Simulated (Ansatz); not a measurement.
Zn in several cubic structure types, each at its own equilibrium volume.

The calculation used PBE, plane waves, PAW datasets (generated hard set) (Ansatz).

Settings: cutoff 700 eV; no spin polarisation; Fermi–Dirac smearing of 0.0612 eV; k-meshes 25³ (bcc), 24³ (fcc), 21³ (simple cubic).

Task: Rank the structures by energy per atom, lowest first.
A. simple cubic
B. fcc
C. bcc

Result: B (0.0 meV/atom), C (62 meV/atom), A (203 meV/atom).

Task: Give the equilibrium volume and bulk modulus of each.

Result: 
```json
{"structure": "bcc", "V₀ (Å³/atom)": "15.40", "B₀ (GPa)": "64"}
{"structure": "fcc", "V₀ (Å³/atom)": "15.17", "B₀ (GPa)": "69"}
{"structure": "simple cubic", "V₀ (Å³/atom)": "18.18", "B₀ (GPa)": "48"}
```

Only these cubic types are compared here; the real ground state can be another structure or magnetic.

Model structures, not the usual forms at ambient conditions (metastable or hypothetical): Zn (bcc type), Zn (fcc type), Zn (simple cubic type). The k-mesh is modest, so these values aren't fully converged in k.
